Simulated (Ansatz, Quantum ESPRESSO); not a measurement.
**Si (diamond): bulk modulus from a few volumes**

How stiff is diamond Si under hydrostatic load? Each row scales the relaxed cell evenly and relaxes the atoms. The phase is followed to these pressures whether or not it stays the stable one.

Calculated with Ansatz 0.2.0, PBEsol, PAW files of the set soft_1, cutoff 600 eV, Fermi–Dirac smearing 0.02 eV, k-mesh 9×9×9, no spin polarisation, no spin-orbit coupling.

Reference cell, relaxed at zero pressure with PBEsol (Fd-3m): a = 3.8420 Å, b = 3.8420 Å, c = 3.8420 Å, α = 60.00°, β = 60.00°, γ = 60.00°.

```
atom       x       y       z
  Si  0.5000  0.5000  0.5000
  Si  0.7500  0.7500  0.7500
```

| V (Å³/atom) | V/V0 | P (GPa) | E − E0 (meV/atom) |
| --- | --- | --- | --- |
| 18.8477 | 0.9400 | 6.626 | 23.6 |
| 19.2487 | 0.9600 | 4.183 | 10.1 |
| 20.4517 | 1.0200 | −1.784 | 2.3 |
| 20.8528 | 1.0400 | −3.389 | 8.8 |
| 21.2538 | 1.0600 | −4.832 | 19.1 |

V0 = 20.0507 Å³ an atom, where the residual pressure P0 is 0.000 GPa. **Question.** Fit the Birch–Murnaghan law and give the pressure and the energy at V = 19.6497 Å³ an atom, a row left out above.

With the Eulerian strain f = ½[(V0/V)^(2/3) − 1] and F = (P − P0)/[3f(1 + 2f)^(5/2)], the third-order law is the line F = B0 + (3/2) B0 (B′ − 4) f.

| f | F (GPa) |
| --- | --- |
| 0.02106 | 94.62 |
| 0.01379 | 94.44 |
| −0.00656 | 93.73 |
| −0.01291 | 93.45 |
| −0.01905 | 93.17 |

A straight line through the 5 rows: the means are −0.000734 for f and 93.882 for F, Σ(Δx)² = 0.001204 and ΣΔxΔy = 0.04337, so the slope is 0.04337/0.001204 = 36.038 and the intercept 93.882 − (36.038)(−0.000734) = 93.908.

Hence B0 = 93.9 GPa and B′ = 4 + (36.0)/(1.5 × 93.9) = 4.26. For the withheld volume f = 0.00678, F = 94.15 GPa and P = 1.98 GPa. The run itself gives 1.98 GPa, so the estimate misses by 0.00 GPa, a rounding's worth.

Integrating the same law gives E − E0 = (9/2) B0 V0 f²[1 + (B′ − 4) f] + P0(V0 − V), with 1 GPa Å³ = 6.2415 meV: 2.4 meV an atom. The run itself gives 2.4 meV, so the estimate misses by 0.0 meV, a rounding's worth.

The same fit over all rows at other levels or in other programs gives B0 = 97 GPa with r2SCAN (Ansatz), 94 GPa with PBEsol (Quantum ESPRESSO, GBRV) and 93 GPa with PBEsol (Quantum ESPRESSO, PseudoDojo).

Measured volume: 20.023 Å³ an atom (doi:10.1107/S0021889875010965, 298.15 K), so V0 is +0.1 % off. A stiffness follows the volume as d ln B/d ln V = −B′, which moves B0 by about +1 % when it is taken at the measured volume.

Measured bulk modulus: 97.6 GPa (arxiv:1007.2730), against 94 GPa here (−4 %).

The calculation is for a static lattice, while measurements hold thermal and zero-point motion.

[Logs are printed without paths, hosts, clocks, repeated set-up lines and the standing remarks that a program may print on its own settings, such as how far it seeks lower states.]
